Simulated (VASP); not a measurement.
## HfO2 under changes of volume

One of the cells (11.375 Å³/atom); the others are scaled copies at fixed shape and fractional positions:

```
Hf O
1.0
     0.00000    2.57444    2.57444
     2.57444    0.00000    2.57444
     2.57444    2.57444    0.00000
Hf O
1 2
Direct
  0.00000 0.00000 0.00000
  0.75000 0.75000 0.75000
  0.25000 0.25000 0.25000
```

Measurements of this composition are mostly on another form, of space group No. 14.

* Program: VASP 6.6.1
* Functional: PBEsol
* Potentials or basis: VASP PAW PBE potentials, release 64 (Hf_pv, O)
* Cutoff: 520 eV
* k mesh: 9 × 9 × 9
* Occupations: fermi-dirac, width 0.05 eV
* Spin: no spin polarisation

```csv
volume (Å³/atom),energy over the lowest point (meV/atom),pressure (GPa),gap on the mesh (eV)
10.483,0.00,1.6,3.88
10.706,1.44,-4.0,3.82
10.929,10.28,-9.1,3.77
11.375,47.14,-17.6,3.66
11.598,73.84,-21.2,3.60
11.821,?,?,?
```

Task: What does the run at 11.821 Å³/atom give?

Result: Energy over the lowest point 105.28 meV/atom; pressure -24.4 GPa; gap on the mesh 3.55 eV.

Worked out: A Birch-Murnaghan fit of order 3 (a polynomial in V^(-2/3)) to the other rows has its minimum at 10.55 Å³/atom with B0 = V·E''(V) = 271 GPa and B' = 4.3. It gives 105.29 meV/atom at 11.821 Å³/atom, against the run's 105.28, and -dE/dV = -24.2 GPa, against -24.4. A straight line through the other rows of the gap, of slope -2.74 eV per unit of ln V, extrapolates to 3.55 eV, against the run's 3.55.

Energies are extrapolated to zero smearing.

Caveats: the PAW data sets were made with another functional, which shifts forces and pressure a little; spin-orbit coupling is left out, which moves the levels of the heavy elements; an odd mesh through Γ misses points on the zone boundary, where band edges often lie.
